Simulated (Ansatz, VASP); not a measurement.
SrO in VASP and in Ansatz

```
CELL_PARAMETERS angstrom
0.00000 2.56980 2.56980
2.56980 0.00000 2.56980
2.56980 2.56980 0.00000
ATOMIC_POSITIONS crystal
Sr 0.00000 0.00000 0.00000
O 0.50000 0.50000 0.50000
```

Alike in both runs: task single point; functional LDA; k mesh 8 × 8 × 8; occupations fermi-dirac, width 0.02 eV; no spin polarisation.

|  | VASP | Ansatz |
| --- | --- | --- |
| version | VASP 6.6.1 | Ansatz 0.2.0 |
| potentials or method | VASP PAW LDA potentials, release 64 (Sr_sv, O), cutoff 520 eV | all-electron LAPW, scalar-relativistic |

```csv
,VASP,Ansatz,Ansatz less VASP
gap on the k mesh at the Fermi level (eV),3.10,3.16,+0.057
pressure (GPa),-3.5,-4.2,-0.68
```

Ansatz ran all-electron here, so the differences hold the error of VASP's frozen core and of both bases.

A k mesh can miss the band edges.
